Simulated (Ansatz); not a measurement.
# ZrSe2 (CdI2 type): how the settings move a single-point run

Question: which choices in the input matter for ZrSe2 (CdI2 type)?

Computed with Ansatz 0.2.0 (reference: DFT PBE, scalar-relativistic, plane waves, PAW, unless a step's input says otherwise).

3 further runs of the same task are left out: 1 that didn't finish, 2 set aside as unsound or not needed. Runs told in other sessions of the task aren't counted.

**1. The starting structure**

Symmetry: P-3m1, No. 164, trigonal system. Conventional cell: a = 3.799 Å, b = 3.799 Å, c = 6.821 Å, α = 90.00°, β = 90.00°, γ = 120.00°. Zr (site symmetry -3m) is surrounded by 6 Se at 2.70 Å. Around Se (site symmetry 3m) lie 3 Zr at 2.70 Å.

Structure file:

```
Zr Se
1.0
     3.79887    0.00000    0.00000
    -1.89944    3.28992    0.00000
     0.00000    0.00000    6.82145
Zr Se
1 2
Direct
  0.00000 0.00000 0.00000
  0.33333 0.66667 0.23203
  0.66667 0.33333 0.76797
```

**2. Reference**

input.yaml reads:

```yaml
crystal:
  lattice:
    - [3.7988724335, 0.0, 0.0]
    - [-1.8994362167, 3.2899200331, 0.0]
    - [0.0, 0.0, 6.8214496664]
  atoms:
    - { symbol: Zr, position: [0.0, 0.0, 0.0] }
    - { symbol: Se, position: [0.3333333333, 0.6666666667, 0.2320287056] }
    - { symbol: Se, position: [0.6666666667, 0.3333333333, 0.7679712944] }
basis:
  ecutwfc: 420
  ecutrho_ratio: 4
kpoints:
  mp_grid: { grid: [10, 10, 6] }
  band_path:
    path:
      - [[0.0, 0.0, 0.0], [0.5, 0.0, 0.0], [0.33333333, 0.33333333, 0.0], [0.0, 0.0, 0.0], [0.0, 0.0, 0.5], [0.5, 0.0, 0.5], [0.33333333, 0.33333333, 0.5], [0.0, 0.0, 0.5]]
      - [[0.5, 0.0, 0.5], [0.5, 0.0, 0.0]]
      - [[0.33333333, 0.33333333, 0.5], [0.33333333, 0.33333333, 0.0]]
    npoints: 14
hamiltonian:
  xc: pbe
scf:
  occupations: { method: gaussian, width: 0.05 }
  n_extra_bands: 13
output:
  forces: true
  stress: true
  eigenvalues: true
  populations: true
  dos: { projected: true, de: 0.02, nscf_kmesh: { grid: [15, 15, 9] } }
  bader: true
  write_density: true
  write_potential: true
  elf: true
  volumetric_format: npy
```

Started as:

```
ansatz run input.yaml --threads 2 --pin off --max-ram 2662MiB --backend cpu --events-out ev --progress --plain --runs-dir out
```

The main lines of its log:

```text
[...]
Basis set: ecut = 420 eV, 1643 PW (Γ), exchange–correlation on 54×54×96 points (8 copies of the dense FFT grid, shifted against one another)
[...]
k-points: 72 of 600
[...]
SCF iter   1: F=—  HF=-15126.073737 eV  |F-HF|=—  |Δ(HF+E_count)|=         —  Δρ=1.21e-3  dr2=1.65e-3  ethr=1.77e-3  ⟨swp⟩=5.7  Hψ=11139  notcnv=0  defer=31
preconditioner: auto → Resta (q_TF=auto, 2.444 Å⁻¹)  ε∞=2.9  [insulator: Δε(μ)=0.416 eV  Ē_g=11.670 eV  σ=0.050 eV  W_gap=1.00  n_scr=22 (ndim 8)  ℏωp=16.1 eV  f_vac=0.161  D(μ)=0.00/eV (n_scr^D=0)  ε∞_Penn≈2.9]
SCF iter   2: F=—  HF=-15126.073667 eV  |F-HF|=—  |Δ(HF+E_count)|=   7.04e-5  Δρ=7.04e-4  dr2=3.25e-4  ethr=3.74e-6  ⟨swp⟩=2.5  Hψ=4615  notcnv=0  defer=206
[...]
SCF iter   5: F=—  HF=-15126.073868 eV  |F-HF|=—  |Δ(HF+E_count)|=   2.65e-5  Δρ=4.08e-5  dr2=1.82e-6  ethr=4.70e-8  ⟨swp⟩=2.0  Hψ=2453  notcnv=0  defer=206
SCF iter   6: F=-15126.073870 eV  HF=-15126.073870 eV  |F-HF|=4.53e-8  |Δ(HF+E_count)|=   2.25e-6  Δρ=4.89e-6  dr2=3.02e-8  ethr=2.27e-10  ⟨swp⟩=12.2  Hψ=19209  notcnv=0
[...]
SCF converged after 6 iterations
Free energy (F): -15126.073870 eV
[...]
E sigma→0 (E₀):  -15126.073870 eV
Fermi energy:    7.534153 eV
[...]
  P = ⅓ Tr σ = 0.0141 GPa (0.141 kbar)
[...]
```

It took 37 s on 2 threads of Arm Neoverse V1, shared host; peak memory 0.6 GiB.

**3. Variant: symmetry.detect false, preconditioner none**

input.yaml reads:

```yaml
crystal:
  lattice:
    - [3.798872433473, -2.886758014883e-11, 0.0]
    - [-1.899436216711, 3.289920033138, 0.0]
    - [0.0, 0.0, 6.8214496664]
  atoms:
    - { symbol: Zr, position: [0.0, 0.0, 0.0] }
    - { symbol: Se, position: [0.3333333333333, 0.6666666666667, 0.2320287056] }
    - { symbol: Se, position: [0.6666666666667, 0.3333333333333, 0.7679712944] }
  symmetry: { detect: false }
basis:
  ecutwfc: 420
  ecutrho_ratio: 4
kpoints:
  mp_grid: { grid: [10, 10, 6] }
hamiltonian:
  xc: pbe
scf:
  occupations: { method: gaussian, width: 0.05 }
  mixing: { preconditioner: none }
output:
  forces: true
  stress: true
  write_density: true
  write_potential: true
  elf: true
  volumetric_format: npy
```

Started as:

```
ansatz run input.yaml --threads 2 --pin off --max-ram 2662MiB --backend cpu --events-out ev --progress --plain --runs-dir out
```

Standard output, shortened:

```text
Warning: RAYON_NUM_THREADS=2 ignored (pool sized by the plan → 2); use --threads N
[...]
Pseudopotentials: kind: paw
Pseudopotential: Zr, paw, valence charge 12, recommended cutoff 420 eV (normal), Zr.paw.azcp
Pseudopotential: Se, paw, valence charge 16, recommended cutoff 420 eV (normal), Se.paw.azcp
Functional definition: PBE
[...]
Crystal: 3 atoms, lattice volume = 85.254 Å³
Basis set: ecut = 420 eV, 1643 PW (Γ), exchange–correlation on 54×54×96 points (8 copies of the dense FFT grid, shifted against one another)
Bands: 27, of which v1, the nominal top of the filled ones, is band 22 counted from 1 (21 counted from 0)
Symmetry: 1 space group operations
k-points: 304 of 600 (time reversal used)
[...]
SCF iter   1: F=—  HF=-15126.073763 eV  |F-HF|=—  |Δ(HF+E_count)|=         —  Δρ=1.20e-3  dr2=1.55e-3  ethr=1.77e-3  ⟨swp⟩=6.0  Hψ=34216  notcnv=0
[...]
SCF iter   6: F=-15126.073870 eV  HF=-15126.073870 eV  |F-HF|=7.42e-9  |Δ(HF+E_count)|=   1.19e-6  Δρ=3.49e-6  dr2=2.52e-8  ethr=2.27e-10  ⟨swp⟩=12.5  Hψ=70098  notcnv=0
[...]
SCF converged after 6 iterations
Free energy (F): -15126.073870 eV
[...]
E sigma→0 (E₀):  -15126.073870 eV
Fermi energy:    7.534046 eV
[...]
--- Forces (eV/Å), atoms counted from 1 ---
  atom   1  Zr    -0.00000005    -0.00000001     0.00000037
  atom   2  Se     0.00000071    -0.00000002    -0.00013948
  atom   3  Se    -0.00000077     0.00000003     0.00014037
[...]
--- Stress (GPa, compression-positive) ---
        0.002952      -0.000003       0.000003
       -0.000003       0.002951      -0.000001
        0.000003      -0.000001       0.035599
  P = ⅓ Tr σ = 0.0138 GPa (0.138 kbar)
--- Band table (eV; the first three rows and the last of 304) ---
  k-point 0: bands = ["-42.1395", "-39.4769", "-39.4769", "-39.4768", "-39.4768", "-39.4705", "-39.4705", "-39.4703", "-39.4703", "-39.4702", "-39.4700", "-20.1721", "-20.0684", "-20.0684", "-5.6416", "-4.6605", "3.0199", "4.8242", "4.8242", "6.8643", "7.3321", "7.3321", "8.4465", [...]
[...]
```

Run time: 47 s. Hardware: 2 threads of Arm Neoverse V1, shared host; peak memory 0.74 GiB.

Energy and cycle count are those of the reference, so the change (use of symmetry and mixing) left the result and the number of cycles as they were.

**4. Variant: mp_grid.grid [15, 15, 9], chi_scale 0.1**

input.yaml reads:

```yaml
crystal:
  lattice:
    - [3.798872433473, -2.886758014883e-11, 0.0]
    - [-1.899436216711, 3.289920033138, 0.0]
    - [0.0, 0.0, 6.8214496664]
  atoms:
    - { symbol: Zr, position: [0.0, 0.0, 0.0] }
    - { symbol: Se, position: [0.3333333333333, 0.6666666666667, 0.2320287056] }
    - { symbol: Se, position: [0.6666666666667, 0.3333333333333, 0.7679712944] }
basis:
  ecutwfc: 420
  ecutrho_ratio: 4
kpoints:
  mp_grid: { grid: [15, 15, 9] }
hamiltonian:
  xc: pbe
scf:
  occupations: { method: gaussian, width: 0.05 }
  initial_density: { chi_scale: 0.1 }
output:
  forces: true
  stress: true
```

Started as:

```
ansatz run input.yaml --threads 2 --pin off --max-ram 2662MiB --backend cpu --events-out ev --progress --plain --runs-dir out
```

Standard output, shortened:

```text
Warning: RAYON_NUM_THREADS=2 ignored (pool sized by the plan → 2); use --threads N
[...]
[... 4 set-up lines as earlier in the session ...]
[...]
Crystal: 3 atoms, lattice volume = 85.254 Å³
Basis set: ecut = 420 eV, 1643 PW (Γ), exchange–correlation on 54×54×96 points (8 copies of the dense FFT grid, shifted against one another)
Bands: 26, of which v1, the nominal top of the filled ones, is band 22 counted from 1 (21 counted from 0)
Symmetry: 12 space group operations
Space group: P-3m1 (ITA 164), of the structure as read, at distance tolerance 4.4e-5 Å
k-points: 211 of 2025
[...]
SCF iter   1: F=—  HF=-15129.121104 eV  |F-HF|=—  |Δ(HF+E_count)|=         —  Δρ=8.03e-2  dr2=2.24e1  ethr=3.10e-3  ⟨swp⟩=6.1  Hψ=22797  notcnv=0
[...]
SCF iter  10: F=-15126.074839 eV  HF=-15126.074839 eV  |F-HF|=2.03e-8  |Δ(HF+E_count)|=   4.30e-7  Δρ=2.22e-6  dr2=6.63e-9  ethr=2.27e-10  ⟨swp⟩=4.2  Hψ=17449  notcnv=0
[...]
SCF converged after 10 iterations
Free energy (F): -15126.074839 eV
[...]
E sigma→0 (E₀):  -15126.074839 eV
Fermi energy:    7.537403 eV
[...]
--- Forces (eV/Å), atoms counted from 1 ---
  atom   1  Zr     0.00000000     0.00000000     0.00000000
  atom   2  Se     0.00000000    -0.00000000     0.00127464
  atom   3  Se     0.00000000     0.00000000    -0.00127464
[...]
--- Stress (GPa, compression-positive) ---
       -0.012750      -0.000000      -0.000000
       -0.000000      -0.012750      -0.000000
       -0.000000      -0.000000       0.044695
  P = ⅓ Tr σ = 0.0064 GPa (0.064 kbar)
```

Wall time 15 s (2 threads of Arm Neoverse V1, shared host); peak memory 0.59 GiB.

Changing the k-point mesh and start leaves the energy as it was (-0.3 meV/atom).

**5. Changing settings: ecutrho_ratio 6, scf.algorithm direct_min**

input.yaml reads:

```yaml
crystal:
  lattice:
    - [3.798872433473, -2.886758014883e-11, 0.0]
    - [-1.899436216711, 3.289920033138, 0.0]
    - [0.0, 0.0, 6.8214496664]
  atoms:
    - { symbol: Zr, position: [0.0, 0.0, 0.0] }
    - { symbol: Se, position: [0.3333333333333, 0.6666666666667, 0.2320287056] }
    - { symbol: Se, position: [0.6666666666667, 0.3333333333333, 0.7679712944] }
basis:
  ecutwfc: 420
  ecutrho_ratio: 6
kpoints:
  mp_grid: { grid: [10, 10, 6] }
hamiltonian:
  xc: pbe
scf:
  occupations: { method: gaussian, width: 0.05 }
  algorithm: direct_min
output:
  forces: true
  stress: true
  write_density: true
  write_potential: true
  elf: true
  volumetric_format: npy
```

Started as:

```
ansatz run input.yaml --threads 2 --pin off --max-ram 2662MiB --backend cpu --events-out ev --progress --plain --runs-dir out
```

Standard output, shortened:

```text
Warning: RAYON_NUM_THREADS=2 ignored (pool sized by the plan → 2); use --threads N
[...]
[... 4 set-up lines as earlier in the session ...]
[...]
Crystal: 3 atoms, lattice volume = 85.254 Å³
Basis set: ecut = 420 eV, 1643 PW (Γ), exchange–correlation on 64×64×120 points (8 copies of the dense FFT grid, shifted against one another)
Bands: 27, of which v1, the nominal top of the filled ones, is band 22 counted from 1 (21 counted from 0)
[... 2 set-up lines as earlier in the session ...]
k-points: 72 of 600
[...]
SCF iter   1: F=—  HF=-15126.072623 eV  |F-HF|=—  |Δ(HF+E_count)|=         —  Δρ=1.20e-3  dr2=1.42e-3  ethr=1.77e-3  ⟨swp⟩=5.6  Hψ=7410  notcnv=0
[...]
SCF converged after 5 iterations
Stability not checked: this state was not tested for a lower state beside it, because a direct minimisation reached the state, and no test of it is asked (direct_minimisation; see scf.lower_state_search)
Free energy (F): -15126.073848 eV
[...]
E sigma→0 (E₀):  -15126.073848 eV
Fermi energy:    7.534030 eV
[...]
--- Forces (eV/Å), atoms counted from 1 ---
  atom   1  Zr     0.00000000    -0.00000000     0.00000000
  atom   2  Se     0.00000000    -0.00000000    -0.00021466
  atom   3  Se    -0.00000000     0.00000000     0.00021466
[...]
--- Stress (GPa, compression-positive) ---
        0.003328      -0.000000      -0.000000
        0.000000       0.003328      -0.000000
       -0.000000      -0.000000       0.035682
  P = ⅓ Tr σ = 0.0141 GPa (0.141 kbar)
--- Band table (eV; the first three rows and the last of 72) ---
[... band rows left out ...]
[...]
```

It took 15 s on 2 threads of Arm Neoverse V1, shared host; peak memory 0.64 GiB.

Changing the numerical grids and solver leaves the energy as it was (0.0 meV/atom).

**6. Changed: scf.algorithm direct_min, accuracy low**

input.yaml reads:

```yaml
crystal:
  lattice:
    - [3.798872433473, -2.886758014883e-11, 0.0]
    - [-1.899436216711, 3.289920033138, 0.0]
    - [0.0, 0.0, 6.8214496664]
  atoms:
    - { symbol: Zr, position: [0.0, 0.0, 0.0] }
    - { symbol: Se, position: [0.3333333333333, 0.6666666666667, 0.2320287056] }
    - { symbol: Se, position: [0.6666666666667, 0.3333333333333, 0.7679712944] }
basis:
  ecutwfc: 420
  ecutrho_ratio: 4
kpoints:
  mp_grid: { grid: [10, 10, 6] }
hamiltonian:
  xc: pbe
scf:
  occupations: { method: gaussian, width: 0.05 }
  algorithm: direct_min
output:
  forces: true
  stress: true
accuracy: low
```

Started as:

```
ansatz run input.yaml --threads 2 --pin off --max-ram 2662MiB --backend cpu --events-out ev --progress --plain --runs-dir out
```

Standard output, shortened:

```text
Warning: RAYON_NUM_THREADS=2 ignored (pool sized by the plan → 2); use --threads N
[...]
[... 4 set-up lines as earlier in the session ...]
[...]
Crystal: 3 atoms, lattice volume = 85.254 Å³
Basis set: ecut = 420 eV, 1643 PW (Γ), exchange–correlation on 54×54×96 points (8 copies of the dense FFT grid, shifted against one another)
Bands: 27, of which v1, the nominal top of the filled ones, is band 22 counted from 1 (21 counted from 0)
[... 2 set-up lines as earlier in the session ...]
k-points: 72 of 600
[...]
SCF iter   1: F=—  HF=-15126.072699 eV  |F-HF|=—  |Δ(HF+E_count)|=         —  Δρ=1.17e-3  dr2=1.42e-3  ethr=1.77e-3  ⟨swp⟩=5.6  Hψ=7410  notcnv=0
[...]
SCF converged after 5 iterations
Stability not checked: this state was not tested for a lower state beside it, because a direct minimisation reached the state, and no test of it is asked (direct_minimisation; see scf.lower_state_search)
Free energy (F): -15126.073870 eV
[...]
E sigma→0 (E₀):  -15126.073870 eV
Fermi energy:    7.534030 eV
[...]
--- Forces (eV/Å), atoms counted from 1 ---
  atom   1  Zr     0.00000000    -0.00000000     0.00000000
  atom   2  Se     0.00000000    -0.00000000    -0.00021369
  atom   3  Se    -0.00000000     0.00000000     0.00021369
[...]
--- Stress (GPa, compression-positive) ---
        0.003327       0.000000      -0.000000
        0.000000       0.003327      -0.000000
       -0.000000      -0.000000       0.035682
  P = ⅓ Tr σ = 0.0141 GPa (0.141 kbar)
--- Band table (eV; the first three rows and the last of 72) ---
[... band rows left out ...]
[...]
```

Wall time 15 s (2 threads of Arm Neoverse V1, shared host); peak memory 0.63 GiB.

The changed input (solver and accuracy level) leaves the energy the same to the digits printed.

**7. Changed: accuracy high**

input.yaml reads:

```yaml
crystal:
  lattice:
    - [3.798872433473, -2.886758014883e-11, 0.0]
    - [-1.899436216711, 3.289920033138, 0.0]
    - [0.0, 0.0, 6.8214496664]
  atoms:
    - { symbol: Zr, position: [0.0, 0.0, 0.0] }
    - { symbol: Se, position: [0.3333333333333, 0.6666666666667, 0.2320287056] }
    - { symbol: Se, position: [0.6666666666667, 0.3333333333333, 0.7679712944] }
basis:
  ecutwfc: 420
  ecutrho_ratio: 4
kpoints:
  mp_grid: { grid: [10, 10, 6] }
hamiltonian:
  xc: pbe
scf:
  occupations: { method: gaussian, width: 0.05 }
output:
  forces: true
  stress: true
  write_density: true
  write_potential: true
  elf: true
  volumetric_format: npy
accuracy: high
```

Started as:

```
ansatz run input.yaml --threads 2 --pin off --max-ram 2662MiB --backend cpu --events-out ev --progress --plain --runs-dir out
```

Standard output, shortened:

```text
Warning: RAYON_NUM_THREADS=2 ignored (pool sized by the plan → 2); use --threads N
[...]
[... 4 set-up lines as earlier in the session ...]
[...]
Crystal: 3 atoms, lattice volume = 85.254 Å³
Basis set: ecut = 420 eV, 1643 PW (Γ), exchange–correlation on 60×60×108 points (8 copies of the dense FFT grid, shifted against one another)
Bands: 27, of which v1, the nominal top of the filled ones, is band 22 counted from 1 (21 counted from 0)
[... 2 set-up lines as earlier in the session ...]
k-points: 72 of 600
[...]
SCF iter   1: F=—  HF=-15126.073746 eV  |F-HF|=—  |Δ(HF+E_count)|=         —  Δρ=1.20e-3  dr2=1.54e-3  ethr=1.77e-3  ⟨swp⟩=5.9  Hψ=8117  notcnv=0
[...]
SCF iter   9: F=-15126.073870 eV  HF=-15126.073870 eV  |F-HF|=3.64e-11  |Δ(HF+E_count)|=  2.36e-10  Δρ=1.09e-7  dr2=1.48e-11  ethr=1.00e-12  ⟨swp⟩=6.2  Hψ=9261  notcnv=0
[...]
SCF converged after 9 iterations
Free energy (F): -15126.073870 eV
[...]
E sigma→0 (E₀):  -15126.073870 eV
Fermi energy:    7.534054 eV
[...]
--- Forces (eV/Å), atoms counted from 1 ---
  atom   1  Zr     0.00000000     0.00000000     0.00000000
  atom   2  Se     0.00000000    -0.00000000    -0.00019439
  atom   3  Se    -0.00000000     0.00000000     0.00019439
[...]
--- Stress (GPa, compression-positive) ---
        0.003297      -0.000000      -0.000000
       -0.000000       0.003297      -0.000000
       -0.000000      -0.000000       0.035749
  P = ⅓ Tr σ = 0.0141 GPa (0.141 kbar)
--- Band table (eV; the first three rows and the last of 72) ---
  k-point 0: bands = ["-42.1394", "-39.4771", "-39.4771", "-39.4770", "-39.4770", "-39.4707", "-39.4707", "-39.4705", "-39.4705", "-39.4704", "-39.4702", "-20.1721", "-20.0684", "-20.0684", "-5.6416", "-4.6605", "3.0199", "4.8242", "4.8242", "6.8643", "7.3321", "7.3321", "8.4465", [...]
[...]
```

It took 7.5 s on 2 threads of Arm Neoverse V1, shared host; peak memory 0.43 GiB.

The changed input (accuracy level) leaves the energy the same to the digits printed.

**8. Side by side**

| run | ending | energy change | pressure (GPa) | gap (eV) | force (eV/Å) | cycles | time |
| --- | --- | --- | --- | --- | --- | --- | --- |
| reference | converged | 0 | 0.0 | 0.41 | 0.00 | 6 | 37 s |
| 1: symmetry.detect false, preconditioner none | converged | 0.0 meV/atom | 0.0 | 0.41 | 0.00 | 6 | 47 s |
| 2: mp_grid.grid [15, 15, 9], chi_scale 0.1 | converged | -0.3 meV/atom | 0.0 | 0.42 | 0.00 | 10 | 15 s |
| 3: ecutrho_ratio 6, scf.algorithm direct_min | converged | 0.0 meV/atom | 0.0 | 0.41 | 0.00 | 5 | 15 s |
| 4: scf.algorithm direct_min, accuracy low | converged | 0.0 meV/atom | 0.0 | 0.41 | 0.00 | 5 | 15 s |
| 5: accuracy high | converged | 0.0 meV/atom | 0.0 | 0.41 | 0.00 | 9 | 7.5 s |

Times don't compare one to one where runs were asked for different outputs or read a saved state (see the inputs); cycles may leave out searches for a lower state.

Residual by cycle in the longest SCF loop of each run; runs are numbered as in the table. The quantity is the density residual dr2, in eV.

| cycle | reference | run 1 | run 2 | run 3 | run 4 | run 5 |
| --- | --- | --- | --- | --- | --- | --- |
| 1 | 0.00165 | 0.00155 | 22.4 | 0.00142 | 0.00142 | 0.00154 |
| 2 | 3.2e-4 | 0.00321 | 2.09 | 1.4e-4 | 1.4e-4 | 1.9e-4 |
| 3 | 7.4e-5 | 1.5e-4 | 0.171 | 5.9e-5 | 5.9e-5 | 6.3e-5 |
| 4 | 2.1e-5 | 6.3e-6 | 0.0192 | 1.1e-6 | 1.1e-6 | 4.9e-6 |
| 5 | 1.8e-6 | 3.8e-7 | 0.00367 | 5.8e-9 | 5.8e-9 | 5.5e-7 |
| 6 | 3.0e-8 | 2.5e-8 | 1.3e-4 | - | - | 3.0e-8 |
| 7 | - | - | 1.9e-5 | - | - | 3.0e-9 |
| 8 | - | - | 2.8e-6 | - | - | 2.3e-10 |
| 9 | - | - | 1.9e-7 | - | - | 1.5e-11 |
| 10 | - | - | 6.6e-9 | - | - | - |

Of the converged runs whose energies compare with the reference's, «mp_grid.grid [15, 15, 9], chi_scale 0.1» moves the energy most (-0.3 meV/atom).

These are semilocal Kohn-Sham gaps, which aren't the measured quantity. Such gaps usually fall short of the measured ones.
